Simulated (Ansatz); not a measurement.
# RbBr: how the settings move a single-point run

Aim: see which settings change the result for RbBr, by how much, and at what cost.

Computed with Ansatz 0.2.0 (reference: DFT, HSE06, plane waves, PAW, unless a step's input says otherwise).

1 further run of the same task is left out (it didn't finish).

## Step 1: Starting point

It takes space group Fm-3m (No. 225, cubic). The conventional cell has a = 6.922 Å, b = 6.922 Å, c = 6.922 Å, α = 90.00°, β = 90.00°, γ = 90.00°. Rb (site symmetry m-3m) is surrounded by 6 Br at 3.46 Å. Br (site symmetry m-3m) is surrounded by 6 Rb at 3.46 Å.

As a file:

```xyz
2
Lattice="0.0000 3.4608 3.4608 3.4608 0.0000 3.4608 3.4608 3.4608 0.0000" Properties=species:S:1:pos:R:3 pbc="T T T"
Rb    0.0000    0.0000    0.0000
Br    3.4608    3.4608    3.4608
```

## Step 2: Baseline

The input, input.yaml:

```yaml
crystal:
  lattice:
    - [0.0, 3.4608261073, 3.4608261073]
    - [3.4608261073, 0.0, 3.4608261073]
    - [3.4608261073, 3.4608261073, 0.0]
  atoms:
    - { symbol: Rb, position: [0.0, 0.0, 0.0] }
    - { symbol: Br, position: [0.5, 0.5, 0.5] }
kpoints:
  mp_grid: { grid: [4, 4, 4] }
hamiltonian:
  xc: hse06
scf:
  occupations: { method: fixed }
  n_extra_bands: 4
output:
  forces: true
  stress: true
  eigenvalues: true
  write_density: true
  write_potential: true
  elf: true
  volumetric_format: npy
```

On the command line:

```
> ansatz run input.yaml --threads 4 --pin off --max-ram 3686MiB --backend cpu --events-out ev --progress --plain --runs-dir out
```

## Step 3: Variant: xc pbe

Changes to input.yaml since step 2:

```diff
@@ -11,3 +11,3 @@
 hamiltonian:
-  xc: hse06
+  xc: pbe
 scf:
@@ -19,5 +19 @@
   eigenvalues: true
-  write_density: true
-  write_potential: true
-  elf: true
-  volumetric_format: npy
```

## Step 4: Changing settings: mp_grid.grid [2, 2, 2]

Changes to input.yaml since step 2:

```diff
@@ -9,3 +9,3 @@
 kpoints:
-  mp_grid: { grid: [4, 4, 4] }
+  mp_grid: { grid: [2, 2, 2] }
 hamiltonian:
@@ -19,5 +19 @@
   eigenvalues: true
-  write_density: true
-  write_potential: true
-  elf: true
-  volumetric_format: npy
```

**Question.** What will these runs give? Wanted: for each run, ending; energy change; pressure; gap; force.

The runs gave:

| run | ending | energy change | pressure (GPa) | gap (eV) | force (eV/Å) | cycles | time |
| --- | --- | --- | --- | --- | --- | --- | --- |
| reference | converged | 0 | 0.3 | 5.44 | 0.00 | 10 | 10 s |
| 1: xc pbe | converged | not comparable | 0.5 | 4.29 | 0.00 | 6 | 0.74 s |
| 2: mp_grid.grid [2, 2, 2] | converged | +27.4 meV/atom | 0.6 | 5.45 | 0.00 | 10 | 3.8 s |

Times don't compare one to one where runs were asked for different outputs or read a saved state (see the inputs); cycles may leave out searches for a lower state.

Residual by cycle in the longest SCF loop of each run; runs are numbered as in the table. The quantity is the density residual dr2, in eV.

| cycle | reference | run 1 | run 2 |
| --- | --- | --- | --- |
| 1 | 0.00471 | 3.0e-5 | 0.00467 |
| 2 | 7.3e-4 | 3.0e-5 | 8.2e-4 |
| 3 | 1.8e-4 | 6.8e-6 | 1.4e-4 |
| 4 | 2.0e-6 | 1.2e-6 | 1.2e-6 |
| 5 | 7.7e-7 | 1.7e-7 | - |
| 6 | - | 4.1e-8 | - |

**Reading.** «mp_grid.grid [2, 2, 2]» moves the energy by +27.4 meV/atom. Of the variants the dearest is «mp_grid.grid [2, 2, 2]» (3.8 s), the cheapest «xc pbe» (0.74 s), on a shared host.
